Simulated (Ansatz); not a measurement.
## Y under changes of volume

One of the cells (34.024 Å³/atom); the others are scaled copies at fixed shape and fractional positions:

```
CELL_PARAMETERS angstrom
3.64254 0.00000 0.00000
-1.82127 3.15454 0.00000
0.00000 0.00000 11.84413
ATOMIC_POSITIONS crystal
Y 0.66667 0.33333 0.75000
Y 0.00000 0.00000 0.50000
Y 0.33333 0.66667 0.25000
Y 0.00000 0.00000 0.00000
```

* Program: Ansatz 0.2.0
* Functional: PBEsol
* Potentials or basis: all-electron LAPW, scalar-relativistic
* Cutoff: 127 eV (chosen from the basis error)
* Basis error allowed: 0.001 eV/atom
* k mesh: 8 × 8 × 3
* Occupations: fermi-dirac, width 0.05 eV
* Spin: no spin polarisation

| volume (Å³/atom) | energy over the lowest point (meV/atom) | pressure (GPa) |
| --- | --- | --- |
| 31.982 | 0.00 | -1.4 |
| 32.663 | 7.95 | -2.2 |
| 33.343 | 18.94 | -2.9 |
| 34.024 | 32.72 | -3.5 |
| 34.704 | ? | ? |
| 35.385 | 67.70 | -4.6 |
| 36.065 | 88.50 | -5.1 |

Problem. What does the run at 34.704 Å³/atom give?

Solution. Energy over the lowest point 49.04 meV/atom; pressure -4.1 GPa.

Worked out: A Birch-Murnaghan fit of order 3 (a polynomial in V^(-2/3)) to the other rows has no minimum within the range. It gives 49.03 meV/atom at 34.704 Å³/atom, against the run's 49.04, and -dE/dV = -4.1 GPa, against -4.1.

Energies are extrapolated to zero smearing.
